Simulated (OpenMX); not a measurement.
Crystal: ZnO (zincite).

```xyz
4
Lattice="3.2493 0.0000 0.0000 -1.6247 2.8140 0.0000 0.0000 0.0000 5.2057" Properties=species:S:1:pos:R:3 pbc="T T T"
Zn    1.6247    0.9380    0.0000
Zn    0.0000    1.8760    2.6029
O     0.0000    1.8760    4.5759
O     1.6247    0.9380    1.9730
```

Base run:

| Quantity | Value |
| --- | --- |
| Program | OpenMX 3.8.5 |
| Functional | LDA |
| Potentials or basis | OpenMX 2013 LDA set, Zn6.0H-s3p2d2, O6.0-s2p2d1, grid cutoff 500 Ry |
| k mesh | 9 × 9 × 5 |
| Occupations | fermi-dirac, width 0.05 eV |
| Spin | no spin polarisation |

Its results: band gap on the k mesh 1.20 eV, direct; pressure -5.8 GPa; largest force 0.034 eV/Å.

The run is repeated on the same cell with these changes: functional from LDA to PBE; potentials or basis from OpenMX 2013 LDA set, Zn6.0H-s3p2d2, O6.0-s2p2d1, grid cutoff 500 Ry to OpenMX 2013 PBE set, Zn6.0H-s3p2d2f1, O6.0-s3p2d2, grid cutoff 500 Ry. What comes out?

Band gap on the k mesh 0.99 eV, direct; pressure 6.8 GPa; largest force 0.051 eV/Å.

Caveats: the basis of atomic orbitals isn't converged, which shifts pressures, moduli and gaps.
